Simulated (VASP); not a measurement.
# SnO2 (Pa-3) in VASP: settings compared, part 2 of 2

VASP 6.6.1. The steps go on from the part before.

**3. Relaxation of cell and atoms, PBEsol, target pressure 44.5 GPa, at which the enthalpy is minimised**

This run uses another cell than the first one, of 9.62 Å³/atom, 0.833 times its volume.

INCAR reads:

```
PREC = Accurate
ENCUT = 600
EDIFF = 1E-7
ISMEAR = 0
SIGMA = 0.03
LREAL = False
LASPH = True
NELM = 80
ALGO = Normal
ISIF = 3
LWAVE = False
LCHARG = False
GGA = PS
IBRION = 2
NSW = 90
EDIFFG = -0.005
PSTRESS = 445.0
KPAR = 4
```

KPOINTS reads:

```
regular mesh
0
Gamma
  6 6 6
```

POSCAR reads:

```
SnO2                                    
1.0
    4.8687361732     -0.0000000000     -0.0000000000
   -0.0000000000      4.8687361732     -0.0000000000
   -0.0000000000     -0.0000000000      4.8687361732
  Sn              O             
     4     8
Direct
     0.0000000000000000    0.5000000000000000    0.5000000000000000
     0.5000000000000000    0.5000000000000000    0.0000000000000000
     0.5000000000000000    0.0000000000000000    0.5000000000000000
     0.0000000000000000    0.0000000000000000    0.0000000000000000
     0.3456896772622157    0.1543103227377842    0.8456896772622159
     0.1543103227377842    0.8456896772622159    0.3456896772622157
     0.8456896772622159    0.3456896772622157    0.1543103227377842
     0.6543103227377841    0.6543103227377841    0.6543103227377841
     0.3456896772622157    0.3456896772622157    0.3456896772622157
     0.1543103227377842    0.6543103227377841    0.8456896772622159
     0.8456896772622159    0.1543103227377842    0.6543103227377841
     0.6543103227377841    0.8456896772622159    0.1543103227377842
```

Potentials or basis: VASP PAW PBE potentials, release 64 (Sn_d, O).

Launch:

```sh
> cat potpaw_PBE.64/Sn_d/POTCAR potpaw_PBE.64/O/POTCAR > POTCAR
> mpirun -np 4 vasp_std > vasp.out
```

OUTCAR:

```text
PREC = Accurate
   ENCUT = 600
   EDIFF = 1E-7
   ISMEAR = 0
   LREAL = False
   LASPH = True
   NELM = 80
   ISIF = 3
   GGA = PS
   IBRION = 2
   NSW = 90
   EDIFFG = -0.005
   PSTRESS = 445.0

 ion  position               nearest neighbor table
   1  0.000  0.500  0.500-   6 1.99   7 1.99   8 1.99   9 1.99  10 1.99  11 1.99   2 3.44   3 3.44
                             4 3.44   2 3.44   4 3.44   3 3.44   4 3.44   4 3.44   2 3.44   3 3.44
   2  0.500  0.500  0.000-   5 1.99   7 1.99   8 1.99   9 1.99  10 1.99  12 1.99   1 3.44   3 3.44
                             4 3.44   1 3.44   3 3.44   3 3.44   4 3.44   3 3.44   1 3.44   4 3.44
   3  0.500  0.000  0.500-   5 1.99   6 1.99   8 1.99   9 1.99  11 1.99  12 1.99   1 3.44   2 3.44
                             4 3.44   2 3.44   4 3.44   1 3.44   2 3.44   2 3.44   1 3.44   4 3.44
   4  0.000  0.000  0.000-   5 1.99   6 1.99   7 1.99  10 1.99  11 1.99  12 1.99   1 3.44   2 3.44
                             3 3.44   1 3.44   3 3.44   1 3.44   2 3.44   1 3.44   2 3.44   3 3.44
   5  0.346  0.154  0.846-   2 1.99   3 1.99   4 1.99
   6  0.154  0.846  0.346-   1 1.99   3 1.99   4 1.99
[... 221 lines left out ...]
  Total       32.1153634     32.1153634     32.1153634      0.0000000      0.0000000      0.0000000
  in kB      445.8355527    445.8355527    445.8355527      0.0000000      0.0000000      0.0000000
  external PRESSURE =       0.8355527 kB  Pullay stress =     445.0000000 kB
[... 131 lines left out ...]
--------------------------------------- Ionic step        4  -------------------------------------------

 number of electron     104.0000007 magnetization

 Free energy of the ion-electron system (eV)
  ---------------------------------------------------
  ext. energy  EPLUGINS =         0.00000000
  ---------------------------------------------------
  free energy    TOTEN  =       -76.10943560 eV

  energy without entropy =      -76.10943560  energy(sigma->0) =      -76.10943560

 E-fermi :   9.1633     XC(G=0): -12.9279

 val. band max:        8.9682473190   @ k =  -0.1667   0.3333   0.0000
 cond. band min:      11.4374511291   @ k =   0.0000   0.0000   0.0000
 fundamental gap:      2.4692038101
 Fermi energy:         9.1632731460

 k-point     1 :       0.0000    0.0000    0.0000
  band No.  band energies     occupation
      1     -12.2405      2.00000
      2     -12.2405      2.00000
      3     -12.2405      2.00000
      4     -11.4439      2.00000
      5     -10.8702      2.00000
      6     -10.8702      2.00000
[... 1592 lines left out ...]
  energy  without entropy=      -76.1094355967  energy(sigma->0) =      -76.10943560

  enthalpy is  TOTEN    =       -44.0459477361 eV   P V=       32.0634878606

 reached required accuracy - stopping structural energy minimisation
```

CONTCAR:

```text
SnO2
   1.00000000000000
     4.8691570010699374    0.0000000000000000   -0.0000000000000000
    -0.0000000000000000    4.8691570010699374   -0.0000000000000000
     0.0000000000000000    0.0000000000000000    4.8691570010699374
  Sn              O
     4     8
Direct
     0.0000000000000000    0.5000000000000000    0.5000000000000000
     0.5000000000000000    0.5000000000000000    0.0000000000000000
     0.5000000000000000    0.0000000000000000    0.5000000000000000
     0.0000000000000000    0.0000000000000000    0.0000000000000000
     0.3457561388656015    0.1542438611343984    0.8457561388656015
     0.1542438611343984    0.8457561388656015    0.3457561388656015
     0.8457561388656015    0.3457561388656015    0.1542438611343984
     0.6542438611343985    0.6542438611343985    0.6542438611343985
     0.3457561388656015    0.3457561388656015    0.3457561388656015
     0.1542438611343984    0.6542438611343985    0.8457561388656015
     0.8457561388656015    0.1542438611343984    0.6542438611343985
     0.6542438611343985    0.8457561388656015    0.1542438611343984

  0.00000000E+00  0.00000000E+00  0.00000000E+00
  0.00000000E+00  0.00000000E+00  0.00000000E+00
  0.00000000E+00  0.00000000E+00  0.00000000E+00
  0.00000000E+00  0.00000000E+00  0.00000000E+00
  0.00000000E+00  0.00000000E+00  0.00000000E+00
  0.00000000E+00  0.00000000E+00  0.00000000E+00
  0.00000000E+00  0.00000000E+00  0.00000000E+00
  0.00000000E+00  0.00000000E+00  0.00000000E+00
  0.00000000E+00  0.00000000E+00  0.00000000E+00
  0.00000000E+00  0.00000000E+00  0.00000000E+00
  0.00000000E+00  0.00000000E+00  0.00000000E+00
  0.00000000E+00  0.00000000E+00  0.00000000E+00
```

It took 2.7 min on 4 MPI ranks of Intel Xeon Platinum 8488C (Sapphire Rapids), shared host; peak memory 0.34 GiB.

What came out:

| Item | Value |
| --- | --- |
| Free energy | -76.1094 eV |
| Relaxed volume | 9.62 Å³/atom |
| Relaxed cell | a = 4.869 Å, b = 4.869 Å, c = 4.869 Å, α = 90.00°, β = 90.00°, γ = 90.00° |
| Space group after relaxing (to 0.05 Å) | Pa-3 (No. 205) |
| Energy change on relaxing (the enthalpy is what falls) | -0.7 meV/atom |
| Ionic steps | 4 |
| Pressure after relaxing | 44.5 GPa |
| Largest force after relaxing | 0.004 eV/Å |
| Band gap on the k mesh | 2.47 eV, indirect (least direct gap 2.62 eV) |

Forces in eV/Å, atoms in the order of the input:
```
Sn   0.000  0.000  0.000
Sn   0.000  0.000  0.000
Sn   0.000  0.000  0.000
Sn   0.000  0.000  0.000
O    0.003 -0.003  0.003
O   -0.003  0.003  0.003
O    0.003  0.003 -0.003
O   -0.003 -0.003 -0.003
O    0.003  0.003  0.003
O   -0.003 -0.003  0.003
O    0.003 -0.003 -0.003
O   -0.003  0.003 -0.003
```

Step by step:
```tsv
step	energy change (eV)	largest force (eV/Å)	pressure (GPa)	volume (Å³)
1	0.0000	0.0075	44.58	115.41
2	-0.0232	0.0045	44.28	115.50
3	-0.0091	0.0063	44.46	115.44
4	-0.0083	0.0045	44.46	115.44
```

Final structure:
```
CELL_PARAMETERS angstrom
4.86916 0.00000 0.00000
0.00000 4.86916 0.00000
0.00000 0.00000 4.86916
ATOMIC_POSITIONS crystal
Sn 0.00000 0.50000 0.50000
Sn 0.50000 0.50000 0.00000
Sn 0.50000 0.00000 0.50000
Sn 0.00000 0.00000 0.00000
O 0.34576 0.15424 0.84576
O 0.15424 0.84576 0.34576
O 0.84576 0.34576 0.15424
O 0.65424 0.65424 0.65424
O 0.34576 0.34576 0.34576
O 0.15424 0.65424 0.84576
O 0.84576 0.15424 0.65424
O 0.65424 0.84576 0.15424
```

Levels at points of the mesh, in eV from the valence-band top:
```
           k point  band 50  band 51  band 52  band 53  band 54  band 55
(0.00, 0.00, 0.00)    -0.15    -0.15    -0.15     2.47     7.71     7.71
(0.50, 0.00, 0.00)    -0.59    -0.10    -0.10     5.48     5.48     6.37
(0.50, 0.50, 0.00)    -0.38    -0.38    -0.38     6.26     6.26     6.26
(0.50, 0.50, 0.50)    -0.67    -0.67    -0.67     6.89     6.89     6.89
```

Caveat: the cell is relaxed towards a set pressure, so the enthalpy falls and the energy may rise; the PAW data sets were made with another functional, which shifts forces and pressure a little; spin-orbit coupling is left out, which moves the levels of the heavy elements.

**4. Relaxation of cell and atoms, LDA, target pressure 44.5 GPa, at which the enthalpy is minimised**

INCAR reads:

```
PREC = Accurate
ENCUT = 600
EDIFF = 1E-6
ISMEAR = 0
SIGMA = 0.03
LREAL = F
LASPH = T
NELM = 80
ALGO = Normal
ISIF = 3
LWAVE = F
LCHARG = F
GGA = CA
IBRION = 2
NSW = 90
EDIFFG = -0.01
PSTRESS = 445.0
KPAR = 4
```

KPOINTS reads:

```
Automatic mesh
0
Gamma
  6 6 6
```

POSCAR reads:

```
SnO2
1.0
    5.1752560000      0.0000000000      0.0000000000
    0.0000000000      5.1752560000      0.0000000000
    0.0000000000      0.0000000000      5.1752560000
Sn O
4 8
Direct
    0.0000000000      0.5000000000      0.5000000000
    0.5000000000      0.5000000000      0.0000000000
    0.5000000000      0.0000000000      0.5000000000
    0.0000000000      0.0000000000      0.0000000000
    0.3389020000      0.1610980000      0.8389020000
    0.1610980000      0.8389020000      0.3389020000
    0.8389020000      0.3389020000      0.1610980000
    0.6610980000      0.6610980000      0.6610980000
    0.3389020000      0.3389020000      0.3389020000
    0.1610980000      0.6610980000      0.8389020000
    0.8389020000      0.1610980000      0.6610980000
    0.6610980000      0.8389020000      0.1610980000
```

Potentials or basis: VASP PAW LDA potentials, release 64 (Sn_d, O).

Launch:

```sh
> cat potpaw_LDA.64/Sn_d/POTCAR potpaw_LDA.64/O/POTCAR > POTCAR
> mpirun -np 4 vasp_std > vasp.out
```

Run time: 12 min. Hardware: 4 MPI ranks of Intel Xeon Platinum 8488C (Sapphire Rapids), shared host; peak memory 0.35 GiB.

Results (log left out):

| Item | Value |
| --- | --- |
| Free energy | -81.6843 eV |
| Relaxed volume | 9.46 Å³/atom |
| Relaxed cell | a = 4.842 Å, b = 4.842 Å, c = 4.842 Å, α = 90.00°, β = 90.00°, γ = 90.00° |
| Space group after relaxing (to 0.05 Å) | Pa-3 (No. 205) |
| Energy change on relaxing (the enthalpy is what falls) | +147.2 meV/atom |
| Ionic steps | 14 |
| Pressure after relaxing | 44.5 GPa |
| Largest force after relaxing | 0.008 eV/Å |
| Band gap on the k mesh | 2.72 eV, indirect (least direct gap 2.88 eV) |

Forces on the atoms (eV/Å):
```
Sn   0.000  0.000  0.000
Sn   0.000  0.000  0.000
Sn   0.000  0.000  0.000
Sn   0.000  0.000  0.000
O    0.005 -0.005  0.005
O   -0.005  0.005  0.005
O    0.005  0.005 -0.005
O   -0.005 -0.005 -0.005
O    0.005  0.005  0.005
O   -0.005 -0.005  0.005
O    0.005 -0.005 -0.005
O   -0.005  0.005 -0.005
```

The path:
| step | energy change (eV) | largest force (eV/Å) | pressure (GPa) | volume (Å³) |
| --- | --- | --- | --- | --- |
| 1 | 0.0000 | 0.0398 | -11.87 | 138.61 |
| 2 | 56.4495 | 1.6181 | 523.31 | 72.03 |
| 3 | 0.7910 | 0.1571 | 30.57 | 117.88 |
| 4 | 1.3118 | 0.1907 | 38.62 | 115.46 |
| 5 | 1.7399 | 0.2155 | 44.59 | 113.81 |
| 6 | 1.6131 | 0.2084 | 42.89 | 114.28 |
| 7 | 1.6189 | 0.1841 | 42.97 | 114.20 |
| 8 | 1.6474 | 0.0977 | 43.23 | 113.99 |
| 9 | 1.7709 | 0.1425 | 43.68 | 113.55 |
| 10 | 1.6889 | 0.0052 | 43.46 | 113.80 |
| 11 | 2.2240 | 0.0468 | 50.57 | 111.97 |
| 12 | 1.7634 | 0.0118 | 44.47 | 113.53 |
| 13 | 1.7649 | 0.0118 | 44.51 | 113.52 |
| 14 | 1.7668 | 0.0078 | 44.50 | 113.51 |

Final structure:
```
Sn O
1.0
     4.84190    0.00000    0.00000
     0.00000    4.84190    0.00000
     0.00000    0.00000    4.84190
Sn O
4 8
Direct
  0.00000 0.50000 0.50000
  0.50000 0.50000 0.00000
  0.50000 0.00000 0.50000
  0.00000 0.00000 0.00000
  0.34580 0.15420 0.84580
  0.15420 0.84580 0.34580
  0.84580 0.34580 0.15420
  0.65420 0.65420 0.65420
  0.34580 0.34580 0.34580
  0.15420 0.65420 0.84580
  0.84580 0.15420 0.65420
  0.65420 0.84580 0.15420
```

Levels at points of the mesh, in eV from the valence-band top:
| k point | band 49 | band 50 | band 51 | band 52 | band 53 | band 54 | band 55 | band 56 |
| --- | --- | --- | --- | --- | --- | --- | --- | --- |
| (0.00, 0.00, 0.00) | -0.64 | -0.17 | -0.17 | -0.17 | 2.72 | 7.82 | 7.82 | 7.82 |
| (0.50, 0.00, 0.00) | -0.60 | -0.60 | -0.10 | -0.10 | 5.65 | 5.65 | 6.46 | 6.46 |
| (0.50, 0.50, 0.00) | -0.39 | -0.39 | -0.39 | -0.39 | 6.38 | 6.38 | 6.38 | 6.38 |
| (0.50, 0.50, 0.50) | -0.68 | -0.68 | -0.68 | -0.68 | 7.01 | 7.01 | 7.01 | 7.01 |

Caveat: the cell is relaxed towards a set pressure, so the enthalpy falls and the energy may rise; the volume moved by over 15 % at a fixed basis, so the end points are rough; spin-orbit coupling is left out, which moves the levels of the heavy elements.

**5. Relaxation of cell and atoms, LDA, target pressure 44.5 GPa, at which the enthalpy is minimised**

This run uses another cell than the first one, of 9.46 Å³/atom, 0.819 times its volume.

INCAR, as its differences from that of step 4:

```diff
@@ -2,3 +2,3 @@
 ENCUT = 600
-EDIFF = 1E-6
+EDIFF = 1E-7
 ISMEAR = 0
@@ -15,3 +15,3 @@
 NSW = 90
-EDIFFG = -0.01
+EDIFFG = -0.005
 PSTRESS = 445.0
```

KPOINTS is that of step 4.

POSCAR reads:

```
SnO2                                    
1.0
    4.8419029224      0.0000000000     -0.0000000000
    0.0000000000      4.8419029224     -0.0000000000
    0.0000000000     -0.0000000000      4.8419029224
  Sn              O             
     4     8
Direct
     0.0000000000000000    0.5000000000000000    0.5000000000000000
     0.5000000000000000    0.5000000000000000    1.0000000000000000
     0.5000000000000000    1.0000000000000000    0.5000000000000000
     0.0000000000000000    1.0000000000000000    1.0000000000000000
     0.3458008956207836    0.1541991043792165    0.8458008956207835
     0.1541991043792165    0.8458008956207835    0.3458008956207836
     0.8458008956207835    0.3458008956207836    0.1541991043792165
     0.6541991043792165    0.6541991043792165    0.6541991043792165
     0.3458008956207836    0.3458008956207836    0.3458008956207836
     0.1541991043792165    0.6541991043792165    0.8458008956207835
     0.8458008956207835    0.1541991043792165    0.6541991043792165
     0.6541991043792165    0.8458008956207835    0.1541991043792165
```

Launch:

```sh
> cat potpaw_LDA.64/Sn_d/POTCAR potpaw_LDA.64/O/POTCAR > POTCAR
> mpirun -np 4 vasp_std > vasp.out
```

Wall time 2.6 min (4 MPI ranks of Intel Xeon Platinum 8488C (Sapphire Rapids), shared host); peak memory 0.29 GiB.

It converged, with:

```yaml
Free_energy: -81.6082 eV
Relaxed_volume: 9.46 Å³/atom
Relaxed_cell: a = 4.842 Å, b = 4.842 Å, c = 4.842 Å, α = 90.00°, β = 90.00°, γ = 90.00°
Space_group_after_relaxing_to_0.05_Å: Pa-3 (No. 205)
Energy_change_on_relaxing_the_enthalpy_is_what_falls: -0.7 meV/atom
Ionic_steps: 4
Pressure_after_relaxing: 44.4 GPa
Largest_force_after_relaxing: 0.005 eV/Å
Band_gap_on_the_k_mesh: 2.71 eV, indirect (least direct gap 2.87 eV)
```

Forces on the atoms (eV/Å):
```
Sn   0.000  0.000  0.000
Sn   0.000  0.000  0.000
Sn   0.000  0.000  0.000
Sn   0.000  0.000  0.000
O    0.003 -0.003  0.003
O   -0.003  0.003  0.003
O    0.003  0.003 -0.003
O   -0.003 -0.003 -0.003
O    0.003  0.003  0.003
O   -0.003 -0.003  0.003
O    0.003 -0.003 -0.003
O   -0.003  0.003 -0.003
```

The path:
```tsv
step	energy change (eV)	largest force (eV/Å)	pressure (GPa)	volume (Å³)
1	0.0000	0.0084	44.57	113.51
2	-0.0197	0.0053	44.29	113.58
3	-0.0096	0.0069	44.44	113.55
4	-0.0082	0.0046	44.45	113.54
```

Final structure:
```
Sn O
1.0
     4.84232    0.00000    0.00000
     0.00000    4.84232    0.00000
     0.00000    0.00000    4.84232
Sn O
4 8
Direct
  0.00000 0.50000 0.50000
  0.50000 0.50000 0.00000
  0.50000 0.00000 0.50000
  0.00000 0.00000 0.00000
  0.34589 0.15411 0.84589
  0.15411 0.84589 0.34589
  0.84589 0.34589 0.15411
  0.65411 0.65411 0.65411
  0.34589 0.34589 0.34589
  0.15411 0.65411 0.84589
  0.84589 0.15411 0.65411
  0.65411 0.84589 0.15411
```

Levels at points of the mesh, in eV from the valence-band top:
```
           k point  band 49  band 50  band 51  band 52  band 53  band 54  band 55  band 56
(0.00, 0.00, 0.00)    -0.64    -0.16    -0.16    -0.16     2.71     7.81     7.81     7.81
(0.50, 0.00, 0.00)    -0.60    -0.60    -0.10    -0.10     5.64     5.64     6.45     6.45
(0.50, 0.50, 0.00)    -0.39    -0.39    -0.39    -0.39     6.37     6.37     6.37     6.37
(0.50, 0.50, 0.50)    -0.68    -0.68    -0.68    -0.68     7.01     7.01     7.01     7.01
```

Caveat: the cell is relaxed towards a set pressure, so the enthalpy falls and the energy may rise; spin-orbit coupling is left out, which moves the levels of the heavy elements.
